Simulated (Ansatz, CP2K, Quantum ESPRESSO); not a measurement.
## Be: 4 runs at one level of theory

```
Be
1.0
     2.28530    0.00000    0.00000
    -1.14265    1.97913    0.00000
     0.00000    0.00000    3.58420
Be
2
Cartesian
  1.1427 0.6597 2.6882
  0.0000 1.3194 0.8961
```

Alike in all runs: task single point; functional PBEsol; k mesh 13 × 13 × 8; occupations fermi-dirac, width 0.05 eV; no spin polarisation; no spin-orbit coupling. Pressure is positive in compression and, in plane waves, holds the error of the finite cutoff, which Ansatz's Pulay term estimates and takes out.

| program and potentials | plane-wave cutoff (eV) | notes | pressure (GPa) |
| --- | --- | --- | --- |
| Ansatz, Ansatz PAW | 420 | potentials made for PBE, which Ansatz adapts in part; 2 valence electrons an atom on average; Pulay term of +0.03 GPa included | -3.85 |
| Ansatz, all-electron LAPW, scalar-relativistic | - | - | -3.93 |
| CP2K, POTENTIAL_UZH Be GTH-PBE-q4; TZVP-MOLOPT-PBE-GTH basis | - | atomic basis; potentials made for PBE; 4 valence electrons an atom on average | -3.54 |
| Quantum ESPRESSO, GBRV 1.5 PBEsol | 612 | 4 valence electrons an atom on average | -3.47 |

The pressure spans -3.93 (Ansatz, all-electron LAPW, scalar-relativistic) to -3.47 GPa (Quantum ESPRESSO, GBRV 1.5 PBEsol), with all-electron results at -3.93. Rows in atomic bases carry the error of their basis and grid, which can be large.

The functional is the same throughout but for its coding, so the spread measures potentials, basis and numerics; runs on potential files found faulty are left out.
